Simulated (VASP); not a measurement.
All values below come from revTPSS meta-GGA, VASP's PBE PAW potentials (set 64) (plane waves; VASP).

The input files of a VASP run:

### INCAR
```
SYSTEM = AlSb
PREC = Accurate
ENCUT = 520
EDIFF = 1E-7
NELM = 100
ALGO = Normal
LREAL = .FALSE.
LASPH = .TRUE.
ISMEAR = 0
SIGMA = 0.05
METAGGA = RTPSS
LMIXTAU = .TRUE.
LMAXMIX = 4
LWAVE = .FALSE.
LCHARG = .FALSE.
ISIF = 2
```

**KPOINTS**
```
Automatic mesh
0
Gamma
7 7 7
0 0 0
```

File POSCAR:
```
AlSb
1
    0.0000000000     3.0272396818     3.0272396818
    3.0272396818     0.0000000000     3.0272396818
    3.0272396818     3.0272396818     0.0000000000
Al Sb
1 1
Direct
  0.0000000000   0.0000000000   0.0000000000
  0.2500000000   0.2500000000   0.2500000000
```

POTCAR, in this order: Al Sb (PBE.64 set). Program: vasp_std.

The resulting files:

OSZICAR:
```
       N       E                     dE             d eps       ncg     rms          rms(c)
DAV:   1     0.360236617822E+02    0.36024E+02   -0.28605E+03   320   0.755E+02
DAV:   2     0.100524571487E+02   -0.25971E+02   -0.25034E+02   400   0.111E+02
DAV:   3     0.920318127519E+01   -0.84928E+00   -0.84727E+00   464   0.271E+01
DAV:   4     0.919703059324E+01   -0.61507E-02   -0.61507E-02   496   0.246E+00
DAV:   5     0.919702166726E+01   -0.89260E-05   -0.89260E-05   440   0.953E-02    0.501E+00
DAV:   6     0.919535538590E+01   -0.16663E-02   -0.29701E+00   360   0.205E+01    0.310E+00
DAV:   7     0.920978953148E+01    0.14434E-01   -0.77438E-02   448   0.286E+00    0.192E+00
DAV:   8     0.924705566643E+01    0.37266E-01   -0.26814E-01   320   0.595E+00    0.392E-01
DAV:   9     0.915423193251E+01   -0.92824E-01   -0.10894E-01   320   0.426E+00    0.302E-01
DAV:  10     0.923843958703E+01    0.84208E-01   -0.12629E+02   320   0.483E+03    0.166E-01
DAV:  11     0.915387373563E+01   -0.84566E-01   -0.25864E-01   320   0.945E+00    0.132E-02
DAV:  12     0.915380215887E+01   -0.71577E-04   -0.25075E-03   352   0.700E-01    0.638E-02
DAV:  13     0.915329444546E+01   -0.50771E-03   -0.24082E-04   336   0.249E-01    0.510E-02
DAV:  14     0.915325287115E+01   -0.41574E-04   -0.18221E-04   328   0.979E-02    0.551E-03
DAV:  15     0.915320783240E+01   -0.45039E-04   -0.44252E-05   320   0.114E-01    0.821E-03
DAV:  16     0.915320794270E+01    0.11029E-06   -0.20815E-06   424   0.123E-02    0.101E-02
DAV:  17     0.915320131666E+01   -0.66260E-05   -0.33618E-06   320   0.210E-02    0.169E-03
DAV:  18     0.915320049113E+01   -0.82552E-06   -0.87901E-07   400   0.996E-03    0.183E-03
DAV:  19     0.915320052467E+01    0.33537E-07   -0.42108E-08   176   0.291E-03
   1 F= 0.91532005E+01 E0= 0.91532005E+01  d E =-.165363E-10
```

### OUTCAR
```
------------------------ aborting loop because EDIFF is reached ----------------------------------------
  FORCE on cell =-STRESS in cart. coord.  units (eV):
  Direction    XX          YY          ZZ          XY          YZ          ZX
  --------------------------------------------------------------------------------------
  Total        1.3230305      1.3230305      1.3230305      0.0000000      0.0000000      0.0000000
  in kB       38.2041030     38.2041030     38.2041030      0.0000000      0.0000000      0.0000000
  external PRESSURE =      38.2041030 kB  Pullay stress =       0.0000000 kB
  volume of cell :       55.48
      direct lattice vectors                 reciprocal lattice vectors
     0.000000000  3.027239682  3.027239682    -0.165166968  0.165166968  0.165166968
     3.027239682  0.000000000  3.027239682     0.165166968 -0.165166968  0.165166968
     3.027239682  3.027239682  0.000000000     0.165166968  0.165166968 -0.165166968
 POSITION                                       TOTAL-FORCE (eV/Angst)
 -----------------------------------------------------------------------------------
      0.00000      0.00000      0.00000         0.000000      0.000000     -0.000000
      1.51362      1.51362      1.51362        -0.000000     -0.000000      0.000000
 -----------------------------------------------------------------------------------
    total drift:                               -0.000000     -0.000000     -0.000000
  FREE ENERGIE OF THE ION-ELECTRON SYSTEM (eV)
  ---------------------------------------------------
  free  energy   TOTEN  =         9.1532005247 eV

  energy  without entropy=        9.1532005247  energy(sigma->0) =        9.15320052
```
(Selected blocks of OUTCAR.)

The compound is AlSb in the zinc blende structure. This cell is one point of a volume scan, at 0.94 of the reference volume.
